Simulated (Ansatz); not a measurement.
The system is BaS.

```xyz
2
Lattice="0.0000 3.1938 3.1938 3.1938 0.0000 3.1938 3.1938 3.1938 0.0000" Properties=species:S:1:pos:R:3 pbc="T T T"
Ba    0.0000    0.0000    0.0000
S     3.1938    3.1938    3.1938
```

| Quantity | Value |
| --- | --- |
| Program | Ansatz 0.2.0 |
| Task | single point |
| Functional | PBE |
| Potentials or basis | all-electron LAPW, scalar-relativistic |
| Cutoff | 137 eV (chosen from the basis error) |
| Basis error allowed | 0.001 eV/atom |
| k mesh | 7 × 7 × 7 |
| Occupations | fermi-dirac, width 0.05 eV |
| Spin | no spin polarisation |

On this cell: pressure 0.8 GPa; largest force zero by symmetry; band gap on the k mesh 2.26 eV, indirect (least direct gap 2.38 eV).

The same run follows on a disturbed copy (atoms moved at random, drawn with an rms of 0.05 Å):

```xyz
2
Lattice="0.0000 3.1938 3.1938 3.1938 0.0000 3.1938 3.1938 3.1938 0.0000" Properties=species:S:1:pos:R:3 pbc="T T T"
Ba    0.0507    0.0179    0.0272
S     3.1873    3.2046    3.1984
```

Q: What does the disturbed cell give?

A: The energy moves by +1.9 meV/atom; pressure 0.9 GPa; largest force 0.120 eV/Å; band gap on the k mesh 2.27 eV, indirect (least direct gap 2.38 eV).

Forces on the atoms (eV/Å):
```
Ba  -0.111 -0.014 -0.043
S    0.111  0.014  0.043
```

Stress tensor (GPa, compression positive):
```
 0.96  0.00 -0.01
 0.00  0.82  0.00
-0.01  0.00  0.84
```

Caveats: spin-orbit coupling is left out, which moves the levels of the heavy elements; an odd mesh through Γ misses points on the zone boundary, where band edges often lie.
